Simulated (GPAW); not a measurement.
# NiO: band structure with revTPSS

**Measured values to compare with.**

From “Local correlations, non-local screening, multiplets, and band formation in NiO”, 2012, arxiv:1210.6675, for a bulk crystal of NiO: band gap 4.3 eV.

NiO:

```xyz
2
Lattice="0.0000 2.0859 2.0859 2.0859 0.0000 2.0859 2.0859 2.0859 0.0000" Properties=species:S:1:pos:R:3 pbc="T T T"
Ni    0.0000    0.0000    0.0000
O     2.0859    2.0859    2.0859
```

* Program: GPAW 26.7.0
* Task: band structure
* Functional: revTPSS
* Potentials or basis: GPAW PAW data sets (gpaw-data 1.2.1)
* Cutoff: 800 eV
* Basis: pw
* k mesh: 8 × 8 × 8
* Occupations: fermi-dirac, width 0.05 eV
* Spin: collinear spin, ferromagnetic start
* Starting moments: [1.0, 0.0] μB
* Eigensolver: davidson
* Maxiter: 150
* Band path: GXWKGLUWLK,UX
* Band points: 60

```
Pressure                : 7.1 GPa
Band gap along the path : none (metal or under the smearing width)
Net moment              : 1.94 μB per cell
Site moments            : Ni +1.62; O +0.22 μB
```

Levels at the corners of the path, in eV from the Fermi level:
Spin up:
```tsv
point	band 8	band 9	band 10	band 11	band 12	band 13
Γ	-3.23	-3.23	-3.07	-3.07	-3.07	0.99
X	-4.02	-3.29	-2.73	-2.01	-2.01	5.90
W	-2.86	-2.26	-2.26	-2.01	-1.62	8.36
K	-3.05	-2.26	-2.14	-1.88	-1.52	7.58
Γ	-3.23	-3.23	-3.07	-3.07	-3.07	0.99
L	-2.35	-2.35	-1.75	0.04	0.04	4.93
U	-3.05	-2.26	-2.14	-1.88	-1.52	7.58
W	-2.86	-2.26	-2.26	-2.01	-1.62	8.36
L	-2.35	-2.35	-1.75	0.04	0.04	4.93
K	-3.05	-2.26	-2.14	-1.88	-1.52	7.58
U	-3.05	-2.26	-2.14	-1.88	-1.52	7.58
X	-4.02	-3.29	-2.73	-2.01	-2.01	5.90
```
Spin down:
| point | band 8 | band 9 | band 10 | band 11 | band 12 | band 13 |
| --- | --- | --- | --- | --- | --- | --- |
| Γ | -2.20 | -2.20 | -2.20 | -0.28 | -0.28 | 1.49 |
| X | -3.26 | -1.05 | -1.05 | 0.20 | 0.75 | 6.48 |
| W | -1.37 | -1.37 | -1.04 | 0.61 | 1.34 | 9.06 |
| K | -1.96 | -1.19 | -0.94 | 0.86 | 1.37 | 8.15 |
| Γ | -2.20 | -2.20 | -2.20 | -0.28 | -0.28 | 1.49 |
| L | -1.21 | -1.21 | -0.83 | 2.62 | 2.62 | 5.23 |
| U | -1.96 | -1.19 | -0.94 | 0.86 | 1.37 | 8.15 |
| W | -1.37 | -1.37 | -1.04 | 0.61 | 1.34 | 9.06 |
| L | -1.21 | -1.21 | -0.83 | 2.62 | 2.62 | 5.23 |
| K | -1.96 | -1.19 | -0.94 | 0.86 | 1.37 | 8.15 |
| U | -1.96 | -1.19 | -0.94 | 0.86 | 1.37 | 8.15 |
| X | -3.26 | -1.05 | -1.05 | 0.20 | 0.75 | 6.48 |

It took 3 min on 1 thread of Arm Neoverse V1, on a shared host, peak memory 0.34 GiB.

Measured gap of NiO: 4.3 eV (quoted in “Local correlations, non-local screening, multiplets, and band formation in NiO”, 2012, arxiv:1210.6675). This calculation gives 0.00 eV (-4.30 eV). So large a miss can be the level of theory's own, or it may mean another phase, state or a wrong row. The value is that of revTPSS, without temperature or zero-point motion. The run's magnetic order (collinear spin, ferromagnetic start) needn't be the measured crystal's.

Caveat: the stock nickel data set gives pressures a few GPa off other programs; the PAW data sets were made with another functional, which shifts forces and pressure a little; a cell with one magnetic atom can't hold antiferromagnetic order, which such compounds often take; semilocal functionals often make such compounds metallic where correlation or magnetic order opens a gap, which also shifts bond lengths.
